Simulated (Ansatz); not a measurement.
# Ge (Cmmm) in Ansatz: relaxation of cell and atoms with PBEsol

Aim: the relaxation of cell and atoms of Ge with PBEsol.

All numbers are computed with Ansatz 0.2.0; they aren't measurements. Logs are shortened: lines on timing, memory, paths and dates and some standing lists are left out, and cuts for length are marked.

**1. Starting point**

Symmetry: Cmmm, No. 65, orthorhombic system. Conventional cell: a = 2.794 Å, b = 5.201 Å, c = 2.698 Å, α = 90.00°, β = 90.00°, γ = 90.00°. Ge (site symmetry mmm) has 8 Ge at 2.70 to 2.95 Å as nearest neighbours.

This isn't the form of Ge at room conditions, which is diamond.

**2. Relaxation of cell and atoms, PBEsol**

Input file input.yaml:

```yaml
crystal:
  lattice:
    - [1.397149, -2.600516, 0.0]
    - [1.397149, 2.600516, 0.0]
    - [0.0, 0.0, 2.698231]
  atoms:
    - { symbol: Ge, position: [0.5, 0.5, 0.0] }
hamiltonian:
  xc: pbesol
  pseudopotentials: { kind: paw }
kpoints:
  mp_grid: { grid: [11, 11, 10] }
scf:
  occupations: { method: fermi_dirac, width: 0.05 }
output:
  forces: true
  stress: true
  eigenvalues: true
relax:
  f_tol: 0.01
  max_steps: 40
  cell: { stress_tol: 0.05 }
```

Potentials or basis: Ansatz PAW.

Started as:

```bash
> ansatz run input.yaml --threads 2 --pin off --max-ram 5632MiB --backend cpu --events-out ev --progress --plain --runs-dir out
```

Standard output:

```text
Warning: RAYON_NUM_THREADS=2 ignored (pool sized by the plan → 2); use --threads N
Engine: ansatz 0.2.0, aarch64-unknown-linux-gnu
Pseudopotentials: kind: paw
Pseudopotential: Ge, paw, valence charge 14, recommended cutoff 420 eV (normal), Ge.paw.azcp
Functional definition: PBEsol
  exchange = pbesol_x
  correlation = pbesol_c
Crystal: 1 atoms, lattice volume = 19.607 Å³
Basis set: ecut = 420 eV, 397 PW (Γ), exchange–correlation on 40×40×40 points (8 copies of the dense FFT grid, shifted against one another)
Bands: 11, of which v1, the nominal top of the filled ones, is band 7 counted from 1 (6 counted from 0)
Symmetry: 8 space group operations
Space group: Cmmm (ITA 65), of the structure as read, at distance tolerance 2.7e-5 Å
k-points: 216 of 1210
Non-local potential: Ge, projectors of the file, l = 0: 2, l = 1: 2, l = 2: 3, l = 3: 1
PAW form: soft (Blöchl's): semilocal exchange-correlation on the pseudo side does not see the compensation charge
PAW frozen core: Ge, regenerated for the run's functional, and the local potential with it (the file was generated under x = pbe(κ = 0.804, μ = 0.2195149727645171), c = pbe(β = 0.06672455060314922))
PAW one-centre angular grid: Ge, 590 points (default); XC on 64 Gauss nodes
Initial density: superposition of atomic densities (neutral atoms: chi_scale 0, normalization atom), corrected by the library's trained network
Initial wavefunctions: pseudopotential atomic-orbital guess
Functional: x = pbesol(κ = 0.804, μ = 0.12345679012345678), c = pbesol(β = 0.046)
SCF iter   1: F=—  HF=-4253.295842 eV  |F-HF|=—  |Δ(HF+E_count)|=         —  Δρ=2.14e-3  dr2=5.91e-4  ethr=1.77e-3  ⟨swp⟩=5.7  Hψ=13884  notcnv=0
preconditioner: auto → none  [metal: Δε(μ)=0.060 eV  Ē_g=26.889 eV  σ=0.050 eV  W_gap=0.27  n_scr=8 (ndim 8)  ℏωp=31.4 eV  f_vac=0.000  D(μ)=0.48/eV (n_scr^D=0)  sad-step TF]
SCF iter   2: F=—  HF=-4253.295379 eV  |F-HF|=—  |Δ(HF+E_count)|=   4.63e-4  Δρ=1.14e-3  dr2=2.39e-4  ethr=4.22e-6  ⟨swp⟩=2.0  Hψ=5349  notcnv=0
SCF iter   3: F=—  HF=-4253.295342 eV  |F-HF|=—  |Δ(HF+E_count)|=   3.64e-5  Δρ=3.08e-4  dr2=1.40e-5  ethr=1.71e-6  ⟨swp⟩=1.2  Hψ=2416  notcnv=0
SCF iter   4: F=—  HF=-4253.295331 eV  |F-HF|=—  |Δ(HF+E_count)|=   1.09e-5  Δρ=4.05e-5  dr2=1.68e-7  ethr=9.98e-8  ⟨swp⟩=1.3  Hψ=2493  notcnv=0
iter 5 did not close the SCF: its close was put off for the readings that it lacked (scf_convergence_deferred on its scf_iter line)
SCF iter   5: F=-4253.295331 eV  HF=-4253.295331 eV  |F-HF|=1.25e-9  |Δ(HF+E_count)|=   7.49e-8  Δρ=3.73e-6  dr2=1.69e-9  ethr=1.20e-9  ⟨swp⟩=2.4  Hψ=3416  notcnv=0
SCF iter   6: F=-4253.295331 eV  HF=-4253.295331 eV  |F-HF|=3.05e-10  |Δ(HF+E_count)|=   1.68e-9  Δρ=8.94e-7  dr2=1.54e-10  ethr=1.20e-11  ⟨swp⟩=1.3  Hψ=7377  notcnv=0
SCF 1 converged in 6 iterations: F = -4253.295331 eV  dr2 = 1.54e-10
[... 53 lines left out ...]
preconditioner: auto → none  [metal: Δε(μ)=0.033 eV  Ē_g=27.287 eV  σ=0.050 eV  W_gap=0.16  n_scr=8 (ndim 8)  ℏωp=32.4 eV  f_vac=0.000  D(μ)=0.54/eV (n_scr^D=0)]
SCF iter   2: F=—  HF=-4253.316146 eV  |F-HF|=—  |Δ(HF+E_count)|=   8.00e-6  Δρ=3.99e-5  dr2=1.17e-7  ethr=6.05e-10  ⟨swp⟩=2.0  Hψ=3895  notcnv=0
SCF iter   3: F=—  HF=-4253.316146 eV  |F-HF|=—  |Δ(HF+E_count)|=   3.23e-8  Δρ=9.07e-6  dr2=3.74e-9  ethr=6.05e-10  ⟨swp⟩=2.8  Hψ=3877  notcnv=0
SCF iter   4: F=—  HF=-4253.316146 eV  |F-HF|=—  |Δ(HF+E_count)|=   2.04e-9  Δρ=1.32e-6  dr2=1.46e-10  ethr=2.67e-11  ⟨swp⟩=2.0  Hψ=3806  notcnv=0
SCF iter   5: F=-4253.316146 eV  HF=-4253.316146 eV  |F-HF|=0.00e0  |Δ(HF+E_count)|=  2.73e-12  Δρ=5.09e-8  dr2=2.78e-13  ethr=1.00e-12  ⟨swp⟩=3.2  Hψ=9149  notcnv=0
SCF 7 converged in 5 iterations: F = -4253.316146 eV  dr2 = 2.78e-13
relax step   7: F+E_penalty+E_count = -4253.31614615 eV  Δ(F+E_penalty+E_count) = +2.556e-4 eV  max|allowed force component| = 0.000e0 eV/Å  Δτ_max = 0.0000 Å  P = +0.002 GPa  Ω = 18.398 Å³  stress off target by 1.98e-2 GPa  SCF on the basis re-selected at this cell (its energy is not comparable with the rows above)  (5 SCF iters)
basis re-selected at this cell: Δ(F+E_penalty+E_count) = +2.556e-4 eV, ΔP = +0.006 GPa vs the last step (what re-selecting the basis moved, of the pressure what is left beyond the Pulay correction that the steps carried, after the strain that the cell walked since its last selection, with what the two solves' SCF thresholds leave and, on support functions, any second-order correction that the steps lacked; it is no measure of the basis error at this ecutwfc). The dense FFT grid was sized anew with the basis: this SCF ran on 20×20×18 points, the steps before it on 20×20×20, so part of this shift can come from that change (see relax.cell in the input reference). This SCF's stress stands 1.98e-2 GPa from its target on what of the cell is left free (relax.cell.stress_tol is 5.00e-2 GPa) and its largest allowed force component is 0.00e0 eV/Å (relax.f_tol is 1.00e-2 eV/Å): within both
SCF converged after 5 iterations
Free energy (F): -4253.316146 eV
Harris-Foulkes:  -4253.316146 eV  (|F-HF|=0.00e0)
Internal energy: -4253.311830 eV  (E = F + TS)
E sigma→0 (E₀):  -4253.313988 eV
Entropy (-TS):   -0.004316 eV (-4.316 meV/atom)
Fermi energy:    11.213367 eV
--- Per-component energies (eV) ---
  E_band       = -111.170301
  E_kinetic    = 111.160659
  E_local      = -2138.329950  (includes V_loc(G=0)·N_el)
  E_nonlocal   = 417.920578
  E_hartree    = 936.038829
  E_xc         = -75.304333
  E_vxc        = -65.094430  (∫ρ·V_xc dr)
  E_paw        = -1976.760466  (= ΣΔE_a)
  E_vpaw       = -308.905120  (= ΣTr[D̂ρ^β])
  E_aug_tail   = 0.000306  (compensation charges beyond the density's cutoff)
  E_ewald      = -1528.955389
  E_core_change = 0.917936  (= ΣΔE_core)
  E_smearing   = -0.004316  (= −TS)
  E_closure    = 0.000000  (closes the sum)
  Σ components = -4253.316146   (vs F -4253.316146, Δ=0.00e0)
--- Forces (eV/Å), atoms counted from 1 ---
  atom   1  Ge     0.00000000     0.00000000     0.00000000
  max |Σ_I F_I| component: 0.00e0 eV/Å
--- Stress (GPa, compression-positive) ---
       -0.019804       0.000000       0.000000
        0.000000       0.007618       0.000000
        0.000000       0.000000       0.018981
  P = ⅓ Tr σ = 0.0023 GPa (0.023 kbar)
--- Band table (eV; the first three rows and the last of 216) ---
  k-point 0: bands = ["-13.5657", "-13.4895", "-13.4760", "-13.3165", "-13.3121", "-2.2179", "17.7521", "19.7523", "20.0637", "21.3037", "25.3180"]
  k-point 1: bands = ["-13.5454", "-13.4884", "-13.4750", "-13.3234", "-13.3190", "-2.0153", "15.2858", "19.9482", "20.2598", "23.7937", "25.5158"]
  k-point 2: bands = ["-13.4926", "-13.4853", "-13.4723", "-13.3415", "-13.3369", "-1.4112", "11.9298", "20.5128", "20.8251", "25.8447", "26.2452"]
  k-point 215: bands = ["-13.5202", "-13.4791", "-13.4026", "-13.3359", "-13.2381", "6.6001", "9.0501", "9.2165", "14.7324", "18.8254", "24.1458"]
--- Relaxed structure (6 steps of the walk, 6 accepted, 1 SCFs on fresh bases) ---
  F+E_penalty+E_count = -4253.31614615 eV   max|allowed force component| = 0.000e0 eV/Å   (the final SCF, on the basis selected at the relaxed cell)
  cell:  # Å, volume = 18.3979 Å³
    - [1.3992512345619965, -2.461410088088257, 0.0]
    - [1.3992512345619965, 2.461410088088257, 0.0]
    - [0.0, 0.0, 2.670910674935435]
  atoms:
    - { symbol: Ge, position: [0.5, 0.5, 0.0] }
```

Wall time 17 s (2 threads of Arm Neoverse N1, shared host); peak memory 0.4 GiB.

Results:

| Item | Value |
| --- | --- |
| Free energy | -4253.3161 eV |
| Relaxed volume | 18.40 Å³/atom |
| Relaxed cell | a = 2.831 Å, b = 2.831 Å, c = 2.671 Å, α = 90.00°, β = 90.00°, γ = 120.77° |
| Space group after relaxing (to 0.05 Å) | Cmmm (No. 65) |
| Energy gained by relaxing | 20.8 meV/atom |
| Ionic steps | 7 |
| Pressure after relaxing | 0.0 GPa |
| Band gap on the k mesh | none (metal or under the smearing width) |

The path:
| step | energy change (eV) | largest force (eV/Å) | volume (Å³) |
| --- | --- | --- | --- |
| 1 | 0.0000 | 0.0000 | 19.61 |
| 2 | -0.0193 | 0.0000 | 18.07 |
| 3 | -0.0208 | 0.0000 | 18.41 |
| 4 | -0.0209 | 0.0000 | 18.40 |
| 5 | -0.0211 | 0.0000 | 18.39 |
| 6 | -0.0211 | 0.0000 | 18.40 |
| 7 | -0.0208 | 0.0000 | 18.40 |

Final structure:
```
Ge
1.0
     1.39925   -2.46141    0.00000
     1.39925    2.46141    0.00000
     0.00000    0.00000    2.67091
Ge
1
Direct
  0.50000 0.50000 0.00000
```

Caveat: the plane-wave basis is chosen anew once the cell has moved, so the energies of steps on either side of that aren't comparable; the PAW data sets come from PBE, with cores solved anew for the run's functional, which leaves a small shift of forces and pressure.
